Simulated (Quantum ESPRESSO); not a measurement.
The system is Sb.

```
Sb
1.0
     2.15420    1.24373    3.75800
    -2.15420    1.24373    3.75800
     0.00000   -2.48746    3.75800
Sb
2
Direct
  0.76651 0.76651 0.76651
  0.23349 0.23349 0.23349
```

* Program: Quantum ESPRESSO 7.5
* Task: phonons
* Functional: PBEsol
* Potentials or basis: GBRV 1.5 PBEsol
* Cutoff: 612 eV
* Density cutoff: 4898 eV
* k mesh: 7 × 7 × 7
* Occupations: cold, width 0.272 eV
* Spin: no spin polarisation
* Mixing beta: 0.5
* Most SCF iterations: 120
* SCF threshold: 4e-10 Ry

The cell and the atoms were relaxed first, to 29.80 Å³/atom (a = 4.452 Å, b = 4.452 Å, c = 4.452 Å, α = 58.05°, β = 58.05°, γ = 58.05°), and the response was taken there.

```cif
data_structure
_symmetry_space_group_name_H-M 'P 1'
_symmetry_Int_Tables_number 1
_cell_length_a 4.4519
_cell_length_b 4.4519
_cell_length_c 4.4519
_cell_angle_alpha 58.051
_cell_angle_beta 58.051
_cell_angle_gamma 58.051
_cell_volume 59.60
loop_
_atom_site_label
_atom_site_type_symbol
_atom_site_fract_x
_atom_site_fract_y
_atom_site_fract_z
_atom_site_occupancy
Sb1 Sb 0.76469 0.76469 0.76469 1
Sb2 Sb 0.23531 0.23531 0.23531 1
```

The first run showed a gap, so the response started from a second, tighter run with fixed occupations.

Where do the zone-centre optical modes lie?

Eg at 96 cm⁻¹ (Raman); A1g at 144 cm⁻¹ (Raman).

Optical modes at Γ, degenerate ones joined:
```
cm⁻¹  components  symmetry  active in
  96           2        Eg      Raman
 144           1       A1g      Raman
```

Caveat: the layers were relaxed without a dispersion term, so their spacing and the soft interlayer modes are unreliable.
